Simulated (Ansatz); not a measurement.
The system is SnSe.

```
Sn Se
1.0
    11.42000    0.00000    0.00000
     0.00000    4.19000    0.00000
     0.00000    0.00000    4.46000
Sn Se
4 4
Direct
  0.87700 0.75000 0.90900
  0.62300 0.25000 0.40900
  0.37700 0.75000 0.59100
  0.12300 0.25000 0.09100
  0.64300 0.75000 0.98400
  0.85700 0.25000 0.48400
  0.14300 0.75000 0.51600
  0.35700 0.25000 0.01600
```

Base run:

* Program: Ansatz 0.2.0
* Functional: RPBE
* Potentials or basis: Ansatz PAW
* Cutoff: 420 eV
* Density cutoff: 1680 eV
* k mesh: 3 × 6 × 6
* Occupations: fermi-dirac, width 0.05 eV
* Spin: no spin polarisation

Its results: band gap on the k mesh 0.58 eV, indirect (least direct gap 0.75 eV); pressure 4.1 GPa; largest force 0.350 eV/Å.

**Question.** After a change of settings the same cell gave: band gap on the k mesh 0.48 eV, indirect (least direct gap 0.67 eV); pressure -2.0 GPa; largest force 0.183 eV/Å. Which change was it?
A. functional from RPBE to PBE
B. functional from RPBE to PBE; occupations from fermi-dirac, width 0.05 eV to gaussian, width 0.011 eV
C. functional from RPBE to LDA
D. functional from RPBE to PBE; k mesh from 3 × 6 × 6 to 1 × 3 × 3

**Answer.** C.

LDA binds more tightly than RPBE, so the same cell stands under less pressure.

Caveats: spin-orbit coupling is left out, which moves the levels of the heavy elements; the PAW data sets come from PBE, with cores solved anew for the run's functional, which leaves a small shift of forces and pressure; the potentials were made for another functional, which shifts forces and pressure (some runs).

Not every run made on this cell is shown here.
